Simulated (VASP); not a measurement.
# CaSe (Fm-3m) in VASP: single point with PBE+D4

Aim: the single point of CaSe with PBE+D4.

Program: VASP 6.6.1. These are calculated values, not measurements. Logs are shortened: lines on timing, memory, paths and dates and some standing lists are left out, and cuts for length are marked.

**Measured values to compare with.**

A printed reference work, monograph, original work of 1988 reports, for a bulk crystal of CaSe at 2 K: band gap 3.85 eV (indirect).

The results are compared with them further down.

**1. The cell of the first run**

The structure is cubic, space group Fm-3m (No. 225). The conventional cell has a = 5.912 Å, b = 5.912 Å, c = 5.912 Å, α = 90.00°, β = 90.00°, γ = 90.00°. Within 3.9 Å of Ca (site symmetry m-3m) lie 6 Se at 2.96 Å. Within 3.9 Å of Se (site symmetry m-3m) lie 6 Ca at 2.96 Å.

**2. Single point, PBE+D4**

Contents of INCAR:

```
PREC     = Accurate       # precision mode
ENCUT    = 500            # plane-wave cutoff, eV
EDIFF    = 1E-6           # SCF threshold, eV
ISMEAR   = 0              # smearing method
SIGMA    = 0.01           # smearing width, eV
LREAL    = False          # projectors in reciprocal space
LASPH    = True           # aspherical terms in the spheres
NELM     = 120            # most SCF steps
ALGO     = Normal         # electronic algorithm
ISIF     = 2              # what is computed and relaxed
LWAVE    = False          # write WAVECAR
LCHARG   = False          # write CHGCAR
GGA      = PE             # functional
IVDW     = 13             # dispersion correction
NBANDS   = 15             # bands
ISYM     = 0            
GGA_COMPAT= False
```

Contents of KPOINTS:

```
Automatic mesh
0
Gamma
  4 4 4
  0.5 0.5 0.5
```

Contents of POSCAR:

```
CaSe
1.0
    0.0000000000      2.9560000000      2.9560000000
    2.9560000000      0.0000000000      2.9560000000
    2.9560000000      2.9560000000      0.0000000000
Ca Se
1 1
Direct
    0.0000000000      0.0000000000      0.0000000000
    0.5000000000      0.5000000000      0.5000000000
```

Potentials or basis: VASP PAW PBE potentials, release 64 (Ca_sv, Se).

The run is started by

```sh
cat potpaw_PBE.64/Ca_sv/POTCAR potpaw_PBE.64/Se/POTCAR > POTCAR
mpirun -np 1 vasp_std > vasp.out
```

OUTCAR:

```text
PREC = Accurate
   ENCUT = 500
   EDIFF = 1E-6
   ISMEAR = 0
   LREAL = False
   LASPH = True
   NELM = 120
   ISIF = 2
   GGA = PE
   IVDW = 13
   ISYM = 0

 ion  position               nearest neighbor table
   1  0.000  0.000  0.000-   2 2.96   2 2.96   2 2.96   2 2.96   2 2.96   2 2.96
   2  0.500  0.500  0.500-   1 2.96   1 2.96   1 2.96   1 2.96   1 2.96   1 2.96

IMPORTANT INFORMATION: All symmetrisations will be switched off!
NOSYMM: (Re-)initialisation of all symmetry stuff for point group C_1.

----------------------------------------------------------------------------------------

                                     Primitive cell

  volume of cell :      51.6587

  direct lattice vectors                    reciprocal lattice vectors
     0.000000000  2.956000000  2.956000000    -0.169147497  0.169147497  0.169147497
     2.956000000  0.000000000  2.956000000     0.169147497 -0.169147497  0.169147497
     2.956000000  2.956000000  0.000000000     0.169147497  0.169147497 -0.169147497

  length of vectors
     4.180415290  4.180415290  4.180415290     0.292972058  0.292972058  0.292972058

  position of ions in fractional coordinates (direct lattice)
     0.000000000  0.000000000  0.000000000
     0.500000000  0.500000000  0.500000000

  ion indices of the primitive-cell ions
   primitive index   ion index
                 1           1
                 2           2

----------------------------------------------------------------------------------------

 KPOINTS: Automatic mesh

Automatic generation of k-mesh.
 Grid dimensions read from file:
 generate k-points for:    4    4    4

 Generating k-lattice:

  Cartesian coordinates                     Fractional coordinates (reciprocal lattice)
    -0.042286874  0.042286874  0.042286874     0.250000000  0.000000000  0.000000000
     0.042286874 -0.042286874  0.042286874     0.000000000  0.250000000  0.000000000
     0.042286874  0.042286874 -0.042286874     0.000000000  0.000000000  0.250000000

  Length of vectors
     0.073243015  0.073243015  0.073243015

  Shift w.r.t. Gamma in fractional coordinates (k-lattice)
     0.500000000  0.500000000  0.500000000

 Subroutine IBZKPT returns following result:
 ===========================================

 Found    128 irreducible k-points:

 Following reciprocal coordinates:
            Coordinates               Weight
  0.125000  0.125000  0.125000      2.000000
  0.125000  0.000000  0.000000      2.000000
  0.000000  0.000000 -0.125000      2.000000
  0.000000  0.125000  0.000000      2.000000
  0.375000  0.125000  0.125000      2.000000
  0.125000  0.375000  0.125000      2.000000
[... 16 lines left out ...]
  0.000000  0.500000 -0.125000      2.000000
  0.500000  0.000000 -0.125000      2.000000
 [... further k-points ...]
   k-points           NKPTS =    128   k-points in BZ     NKDIM =    128   number of bands    NBANDS=     15
   number of dos      NEDOS =    301   number of ions     NIONS =      2
   total plane-waves  NPLWV =  27000
   dimension x,y,z NGX =    30 NGY =   30 NGZ =   30
   dimension x,y,z NGXF=    60 NGYF=   60 NGZF=   60
   ions per type =               1   1
   NGX,Y,Z   is equivalent  to a cutoff of  11.93, 11.93, 11.93 a.u.
   NGXF,Y,Z  is equivalent  to a cutoff of  23.86, 23.86, 23.86 a.u.
 SYSTEM =  unknown system
   PREC   = accura    normal or accurate (medium, high low for compatibility)
   ISTART =      0    job   : 0-new  1-cont  2-samecut
   ICHARG =      2    charge: 1-file 2-atom 10-const
   ISPIN  =      1    spin polarized calculation?
   LNONCOLLINEAR =      F non collinear calculations
   LSORBIT =      F    spin-orbit coupling
   LASPH  =      T    aspherical Exc in radial PAW
   ENCUT  =  500.0 eV  36.75 Ry    6.06 a.u.   7.62  7.62  7.62*2*pi/ulx,y,z
   NELM   =    120;   NELMIN=  2; NELMDL= -5     # of ELM steps
   EDIFF  = 0.1E-05   stopping-criterion for ELM
   LREAL  =      F    real-space projection
   EDIFFG = 0.1E-04   stopping-criterion for IOM
   NSW    =      0    number of steps for IOM
   IBRION =     -1    ionic relax: 0-MD 1-quasi-New 2-CG
   NFREE  =      0    steps in history (QN), initial steepest desc. (CG)
   ISIF   =      2    stress and relaxation
   ISYM   =      0    0-nonsym 1-usesym 2-fastsym
   POTIM  = 0.5000    time-step for ionic-motion
   TEBEG  =    0.0;   TEEND  =   0.0 temperature during run
   PSTRESS=    0.0 pullay stress
   NELECT =      16.0000    total number of electrons
   NUPDOWN=      -1.0000    fix difference up-down
   EMIN   =  10.00;   EMAX   =-10.00  energy-range for DOS
   EFERMI =   0.00;   METHOD = LEGACY
   ISMEAR =     0;   SIGMA  =   0.01  broadening in eV -4-tet -1-fermi 0-gaus
   EFERMI_NEDOS =   21; number of points for ismear=-14 and -15
   IALGO  =     38    algorithm
   IMIX   =      4    mixing-type and parameters
     AMIX     =   0.40;   BMIX     =  1.00
     AMIX_MAG =   1.60;   BMIX_MAG =  1.00
  volume/ion in A,a.u.               =      25.83       174.30
  Fermi-wavevector in a.u.,A,eV,Ry     =   1.107645  2.093145 16.692666  1.226876
  Thomas-Fermi vector in A             =   2.244161
   LORBIT       =      0    0 simple, 1 ext, 2 COOP (PROOUT), +10 PAW based schemes
   GGA     = PE    functional components
   LHFCALC =     F    Hartree Fock is set to
   AEXX    =    0.0000 exact exchange contribution
   IVDW    =    13    specifies the selected vdW correction
   LEPSILON=     F    determine dielectric tensor
   LRPA    =     F    only Hartree local field effects (RPA)
 non-spin polarized calculation
 Gauss-broadening in eV      SIGMA  =   0.01
  energy-cutoff  :      500.00
  volume of cell :       51.66
 maximum number of plane-waves:      1325
   NGX = 15   NGY = 15   NGZ = 15

 number of electron      15.9999998 magnetization

 Free energy of the ion-electron system (eV)
  ---------------------------------------------------
  ext. energy  EPLUGINS =         0.00000000
  ---------------------------------------------------
  free energy    TOTEN  =        -9.48023093 eV

  energy without entropy =       -9.48023093  energy(sigma->0) =       -9.48023093

 E-fermi :   2.3148     XC(G=0):  -9.1623

 val. band max:        2.2169202308   @ k =   0.0000   0.1250   0.0000
 cond. band min:       4.9255880553   @ k =  -0.3750   0.5000   0.0000
 fundamental gap:      2.7086678245
 Fermi energy:         2.3147927448

 k-point     1 :       0.1250    0.1250    0.1250
  band No.  band energies     occupation
      1     -37.2844      2.00000
      2     -18.2969      2.00000
      3     -18.2808      2.00000
      4     -18.2808      2.00000
      5      -9.2536      2.00000
      6       1.6899      2.00000
      7       2.2169      2.00000
      8       2.2169      2.00000
      9       6.0708      0.00000
     10       6.3765      0.00000
     11       6.3765      0.00000
     12       6.7852      0.00000
     13       7.1420      0.00000
     14       7.1420      0.00000
     15      12.3438      0.00000

 k-point     2 :       0.1250    0.0000    0.0000
  band No.  band energies     occupation
      1     -37.2844      2.00000
      2     -18.2969      2.00000
      3     -18.2808      2.00000
      4     -18.2808      2.00000
      5      -9.2536      2.00000
      6       1.6899      2.00000
      7       2.2169      2.00000
      8       2.2169      2.00000
      9       6.0708      0.00000
     10       6.3765      0.00000
     11       6.3765      0.00000
     12       6.7852      0.00000
     13       7.1420      0.00000
     14       7.1420      0.00000
     15      12.3438      0.00000

 k-point     3 :       0.0000    0.0000   -0.1250
  band No.  band energies     occupation
      1     -37.2844      2.00000
      2     -18.2969      2.00000
      3     -18.2808      2.00000
      4     -18.2808      2.00000
      5      -9.2536      2.00000
      6       1.6899      2.00000
      7       2.2169      2.00000
      8       2.2169      2.00000
      9       6.0708      0.00000
     10       6.3765      0.00000
     11       6.3765      0.00000
     12       6.7852      0.00000
     13       7.1420      0.00000
     14       7.1420      0.00000
     15      12.3438      0.00000

 k-point     4 :       0.0000    0.1250    0.0000
  band No.  band energies     occupation
      1     -37.2844      2.00000
      2     -18.2969      2.00000
      3     -18.2808      2.00000
      4     -18.2808      2.00000
      5      -9.2536      2.00000
      6       1.6899      2.00000
      7       2.2169      2.00000
      8       2.2169      2.00000
      9       6.0708      0.00000
     10       6.3765      0.00000
     11       6.3765      0.00000
     12       6.7852      0.00000
     13       7.1420      0.00000
     14       7.1420      0.00000
     15      12.3438      0.00000
[... 307 lines left out ...]
 k-point    22 :       0.1250    0.5000    0.0000
  band No.  band energies     occupation
      1     -37.2783      2.00000
      2     -18.3856      2.00000
      3     -18.2960      2.00000
      4     -18.2912      2.00000
      5      -8.6645      2.00000
      6      -0.6384      2.00000
      7       1.0851      2.00000
      8       1.2917      2.00000
      9       6.7558      0.00000
     10       7.8974      0.00000
     11       8.0344      0.00000
     12       8.1651      0.00000
     13       9.1851      0.00000
     14       9.8281      0.00000
     15      10.6244      0.00000

 k-point    23 :       0.0000    0.5000   -0.1250
  band No.  band energies     occupation
      1     -37.2783      2.00000
      2     -18.3856      2.00000
      3     -18.2960      2.00000
      4     -18.2912      2.00000
      5      -8.6645      2.00000
      6      -0.6384      2.00000
      7       1.0851      2.00000
      8       1.2917      2.00000
      9       6.7558      0.00000
     10       7.8974      0.00000
     11       8.0344      0.00000
     12       8.1651      0.00000
     13       9.1851      0.00000
     14       9.8281      0.00000
     15      10.6244      0.00000

 k-point    24 :       0.5000    0.0000   -0.1250
  band No.  band energies     occupation
      1     -37.2783      2.00000
      2     -18.3856      2.00000
      3     -18.2960      2.00000
      4     -18.2912      2.00000
      5      -8.6645      2.00000
      6      -0.6384      2.00000
      7       1.0851      2.00000
      8       1.2917      2.00000
      9       6.7558      0.00000
     10       7.8974      0.00000
     11       8.0344      0.00000
     12       8.1651      0.00000
     13       9.1851      0.00000
     14       9.8281      0.00000
     15      10.6244      0.00000

 [... further k-points ...]

------------------------ aborting loop because EDIFF is reached ----------------------------------------

  DFT-D4 for vdW energy calculation

  Edisp (eV):   -0.48040

  FORCE on cell =-STRESS in cart. coord.  units (eV):
  Direction    XX          YY          ZZ          XY          YZ          ZX
  --------------------------------------------------------------------------------------
  -------------------------------------------------------------------------------------
  Total      -0.07607    -0.07607    -0.07607     0.00001     0.00001     0.00001
  in kB      -2.35936    -2.35936    -2.35937     0.00021     0.00021     0.00021
  external pressure =       -2.36 kB  Pullay stress =        0.00 kB

 VOLUME and BASIS-vectors are now :
 -----------------------------------------------------------------------------
  energy-cutoff  :      500.00
  volume of cell :       51.66
      direct lattice vectors                 reciprocal lattice vectors
     0.000000000  2.956000000  2.956000000    -0.169147497  0.169147497  0.169147497
     2.956000000  0.000000000  2.956000000     0.169147497 -0.169147497  0.169147497
     2.956000000  2.956000000  0.000000000     0.169147497  0.169147497 -0.169147497

 POSITION                                       TOTAL-FORCE (eV/Angst)
 -----------------------------------------------------------------------------------
      0.00000      0.00000      0.00000        -0.000000     -0.000000     -0.000000
      2.95600      2.95600      2.95600         0.000000      0.000000      0.000000
 -----------------------------------------------------------------------------------
    total drift:                                0.000000     -0.000000      0.000000

  FREE ENERGIE OF THE ION-ELECTRON SYSTEM (eV)
  ---------------------------------------------------
  free  energy   TOTEN  =        -9.9606327483 eV

  energy  without entropy=       -9.9606327483  energy(sigma->0) =       -9.96063275
```

It took 74 s on 1 thread of Intel Xeon Platinum 8259CL at 2.50GHz (Skylake/Cascade Lake), shared host; peak memory 0.24 GiB.

Results:

| Property | Result |
| --- | --- |
| Free energy | -9.9606 eV |
| Pressure | -0.2 GPa |
| Band gap on the k mesh | 2.71 eV (least direct gap 3.45 eV) |
| Dispersion energy per atom | -0.240 eV |

Caveat: a shifted mesh leaves out Γ, where band edges can lie.

**3. Against experiment**

Step 2. A measured gap of CaSe is 3.85 eV (indirect; 2 K; a printed reference work, monograph, original work of 1988); the calculated 2.71 eV misses it by -1.14 eV. Spin-orbit coupling on Se is left out. The value is that of PBE+D4 on a finite k mesh, which can miss the band edges, without temperature or zero-point motion. Semilocal functionals fall short of measured gaps as a rule.
